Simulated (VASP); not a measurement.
A run of VASP 6.6.1 is set up as follows.

Contents of INCAR:

```
PREC = Accurate
ENCUT = 600
EDIFF = 1E-7
ISMEAR = 1
SIGMA = 0.1
LREAL = False
LASPH = True
NELM = 80
ALGO = Normal
ISIF = 3
LWAVE = False
LCHARG = False
METAGGA = R2SCAN
LMIXTAU = True
IBRION = 2
NSW = 90
EDIFFG = -0.005
KPAR = 2
```

The input KPOINTS:

```
regular mesh
0
Gamma
  16 16 16
```

Contents of POSCAR:

```
Pt                                      
1.0
    0.0000000000      1.9715016979      1.9715016979
    1.9715016979     -0.0000000000      1.9715016979
    1.9715016979      1.9715016979     -0.0000000000
  Pt            
     1
Direct
     0.0000000000000000    0.0000000000000000    0.0000000000000000
```

Potentials or basis: VASP PAW PBE potentials, release 64 (Pt).

The run is started by

```console
$ cat potpaw_PBE.64/Pt/POTCAR > POTCAR
$ mpirun -np 2 vasp_std > vasp.out
```

**Question.** Predict the space group after relaxing (to 0.05 Å).

**Answer.** Fm-3m (No. 225).

**Question.** Predict the relaxed cell.

**Answer.** a = 2.788 Å, b = 2.788 Å, c = 2.788 Å, α = 60.00°, β = 60.00°, γ = 60.00°.

**Question.** Predict the relaxed volume.

**Answer.** 15.32 Å³/atom.

**Question.** Estimate the band gap on the k mesh.

**Answer.** None (metal or under the smearing width).

Final structure:
```yaml
crystal:
  lattice:
    - [0.00000, 1.97130, 1.97130]
    - [1.97130, 0.00000, 1.97130]
    - [1.97130, 1.97130, 0.00000]
  atoms:
    - { symbol: Pt, position: [0.00000, 0.00000, 0.00000] }
```

Caveat: the PAW data sets were made with another functional, which shifts forces and pressure a little. Spin-orbit coupling is left out, which matters for the levels of Pt.
